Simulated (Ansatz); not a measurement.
A surface is cut from this relaxed crystal of NbP:

```cif
data_structure
_symmetry_space_group_name_H-M 'I4_1/amd:1'
_symmetry_Int_Tables_number 141
_cell_length_a 3.5096
_cell_length_b 3.5096
_cell_length_c 10.4272
_cell_angle_alpha 90.000
_cell_angle_beta 90.000
_cell_angle_gamma 90.000
_cell_volume 128.43
loop_
_atom_site_label
_atom_site_type_symbol
_atom_site_symmetry_multiplicity
_atom_site_Wyckoff_symbol
_atom_site_fract_x
_atom_site_fract_y
_atom_site_fract_z
_atom_site_occupancy
Nb1 Nb 4 a 0.00000 0.00000 0.00000 1
P1 P 4 b 0.50000 0.50000 0.00000 1
```

Miller indices refer to the conventional cell of I4_1/amd (No. 141), a = 3.510 Å, b = 3.510 Å, c = 10.427 Å, α = 90.00°, β = 90.00°, γ = 90.00°.

The (001) slab of 5 planes, 10.4 Å thick with 15 Å of vacuum as cut; outer planes NbP (top) and NbP (bottom).

Computed with Ansatz, DFT PBE, scalar-relativistic, plane waves, PAW. Settings: cutoff 420 eV, Γ-centred mesh 10×10×1 on the computed 10-atom cell, Gaussian smearing of 0.10 eV; no spin polarisation. A dipole correction removes the field between periodic images along c.

A negative surface energy shows that the bulk reference isn't the lowest state. The slab's middle planes relax by over 3 % too, so it holds no bulk-like region.

Results for the relaxed slab:

| Property | Result |
| --- | --- |
| Surface energy (mean of both faces) | -1.28 J/m² |
| Work function | 5.30 eV (top), 3.52 eV (bottom) |
| Dipole of the slab along +c, per cell | -0.12 e·Å |

Relaxation lowers the energy by 2.232 J/m² a face; the largest move is 0.654 Å.

```csv
plane (bottom to top),atoms,"spacing to next, bulk (Å)",relaxed (Å),change (%),rumpling (Å)
1,NbP,2.607,2.644,+1.4,0.357
2,NbP,2.607,2.773,+6.4,0.920
3,NbP,2.607,2.744,+5.2,0.863
4,NbP,2.607,2.733,+4.8,0.883
5,NbP,,,,0.793
```